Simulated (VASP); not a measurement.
# From an Ansatz input to VASP: InSb (zincblende)

Ansatz input

```yaml
crystal:
  lattice:
    - [0.0, 3.2795130081, 3.2795130081]
    - [3.2795130081, 0.0, 3.2795130081]
    - [3.2795130081, 3.2795130081, 0.0]
  atoms:
    - { symbol: In, position: [0.0, 0.0, 0.0] }
    - { symbol: Sb, position: [0.25, 0.25, 0.25] }
kpoints:
  mp_grid: { grid: [6, 6, 6] }
  band_path:
    path:
      - [0.0, 0.0, 0.0]
      - [-0.5, -0.5, 0.0]
      - [-0.375, -0.375, 0.25]
      - [-0.375, 0.0, 0.375]
      - [0.0, 0.0, 0.5]
      - [-0.5, -0.25, 0.25]
    npoints: 1
hamiltonian:
  xc: pbe
scf:
  occupations: { method: fermi_dirac, width: 0.02 }
  n_extra_bands: 4
output:
  forces: true
  stress: true
  eigenvalues: true
```

Question: Which VASP files do the same job?

Answer: 

INCAR

```
PREC = Accurate
LASPH = .TRUE.
ENCUT = 520
ISMEAR = -1
NELM = 120
GGA = PE
EDIFF = 1E-7
IBRION = -1
ISIF = 2
LWAVE = .FALSE.
LCHARG = .FALSE.
SIGMA = 0.02
NSW = 0
NBANDS = 16
LREAL = .FALSE.
```

KPOINTS

```
KPOINTS created by Atomic Simulation Environment
0
Gamma
6 6 6
0 0 0
```

KPOINTS_OPT

```
special points
6
Reciprocal
0.0000000000 0.0000000000 0.0000000000 1
-0.5000000000 -0.5000000000 0.0000000000 1
-0.3750000000 -0.3750000000 0.2500000000 1
-0.3750000000 0.0000000000 0.3750000000 1
0.0000000000 0.0000000000 0.5000000000 1
-0.5000000000 -0.2500000000 0.2500000000 1
```

POSCAR

```
In Sb
 1.0000000000000000
    -0.0000000000000000    3.2795130080708281    3.2795130080708281
     3.2795130080708281    0.0000000000000000    3.2795130080708281
     3.2795130080708281    3.2795130080708281    0.0000000000000000
 In  Sb
   1   1
Cartesian
  0.0000000000000000  0.0000000000000000 -0.0000000000000000
  1.6397565040354141  1.6397565040354141  1.6397565040354141
```

VASP ran with the recommended PBE PAW datasets (18 valence electrons in the cell). Other inputs would serve too.

```json
{"": "gap between bands v and c", "Ansatz": "0.00 eV", "VASP": "0.00 eV"}
{"": "least direct gap", "Ansatz": "0.00 eV", "VASP": "0.00 eV"}
{"": "pressure", "Ansatz": "1.4 GPa", "VASP": "1.4 GPa"}
```

Datasets and cutoffs are each program's own. VASP's cell holds 18 valence electrons and Ansatz's 28. Ansatz's stress includes a Pulay correction; VASP's doesn't.
